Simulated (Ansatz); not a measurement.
# A series in volume per atom on AgCl

Results calculated with Ansatz 0.2.0, not measured. Periodic Kohn-Sham DFT of a crystal at fixed atoms; Kohn-Sham levels at symmetry points; band -1 is the highest filled and +1 the lowest empty one at that point, spin up along a +z start moment.

Cell of the first row (space group Pm-3m, No. 221):
```
AgCl
1.0
      3.3639     0.0000     0.0000
      0.0000     3.3639     0.0000
      0.0000     0.0000     3.3639
Ag Cl
1 1
Direct
  0.00000 0.00000 0.00000
  0.50000 0.50000 0.50000
```

Settings of every row: method all-electron LAPW; functional PBEsol; relativity scalar; k mesh 9x9x9; filling fermi-dirac; smearing width 0.01 eV; basis error target 1 meV/atom; nucleus gaussian.

Atom start moment: 0 on all atoms.

Limits: semilocal functionals tend to give too small a gap; the cell comes from a prototype or a list of computed structures and needn't be the stable phase.

| row | volume per atom (Å³) | band gap (eV) | smallest direct gap on path (eV) |
| --- | --- | --- | --- |
| 1 | 19.032 | 0.432 | 2.161 |
| 2 | 19.437 | 0.423 | 2.08 |
| 3 | 19.842 | 0.416 | 2.005 |
| 4 | 20.045 | 0.413 | 1.969 |
| 5 | 20.247 | 0.411 | 1.935 |
| 6 | 20.449 | 0.409 | 1.902 |
| 7 | 20.652 | ? | ? |
| 8 | 21.057 | 0.407 | 1.808 |
| 9 | 21.462 | 0.407 | 1.751 |

Question: what band gap and smallest direct gap on path should row 7 give?

Worked fit of band gap. Take t = volume per atom − 20, in Å³. The shown rows have t = -0.968, -0.563, -0.158, 0.045, 0.247, 0.449, 1.057, 1.462. Least squares give band gap = 0.4138 − 0.01306 × t + 0.00587 × t² eV; a straight line predicts inner rows, each left out in turn, worse (root mean square 0.0029 against 0.00029 eV). All shown rows lie on it to the printed digit. The withheld row has t = 0.652, so the fit gives 0.4138 − 0.01306 × (0.652) + 0.00587 × (0.652)² = 0.408 eV.

The calculation gave 0.408 eV. The fit meets it to the printed digit.

Worked fit of smallest direct gap on path. Take t = volume per atom − 20, in Å³. The shown rows have t = -0.968, -0.563, -0.158, 0.045, 0.247, 0.449, 1.057, 1.462. Least squares give smallest direct gap on path = 1.9772 − 0.17546 × t + 0.01431 × t² eV; a straight line predicts inner rows, each left out in turn, worse (root mean square 0.0068 against 0.00057 eV). The rows lie off it by 0.001, -0.001, 0.000, 0.000, 0.000, 0.001, 0.000, 0.000. The withheld row has t = 0.652, so the fit gives 1.9772 − 0.17546 × (0.652) + 0.01431 × (0.652)² = 1.869 eV.

The calculation gave 1.87 eV. The fit lies 0.001 eV (0.24 % of the column's range) below it, one unit of the last digit.
